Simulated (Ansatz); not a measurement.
ZnO (zincite), 4 atoms in the cell. Symmetry: P6_3mc, No. 186, hexagonal system. Conventional cell: a = 3.249 Å, b = 3.249 Å, c = 5.206 Å, α = 90.00°, β = 90.00°, γ = 120.00°. Zn (site symmetry 3m) has 4 O at 1.97 to 1.98 Å as nearest neighbours. O (site symmetry 3m) is surrounded by 4 Zn at 1.97 to 1.98 Å. 

* Program: Ansatz 0.2.0
* Task: band structure
* Functional: LDA
* Potentials or basis: Ansatz PAW
* Cutoff: 420 eV (not typed: the program's choice for these potentials)
* k mesh: 7 × 7 × 4
* Occupations: fermi-dirac, width 0.05 eV
* Spin: no spin polarisation
* Path: [["G", "M", "K", "G", "A", "L", "H", "A"], ["L", "M"], ["K", "H"]]
* Points for each segment of the path: 14

Potentials or basis: Ansatz PAW.

Launch:

```sh
$ ansatz run input.yaml --threads 2 --pin off --max-ram 5632MiB --backend cpu --events-out ev --progress --plain --runs-dir out
```

Hardware: 2 threads of Arm Neoverse V1 (shared host).

Q: How long does it take, and how much memory?

A: Run time: 6.5 s on 2 threads of Arm Neoverse V1, on a shared host, peak memory 0.36 GiB. Counts: scf iterations 7, plane waves 941, k points 24, bands 28.
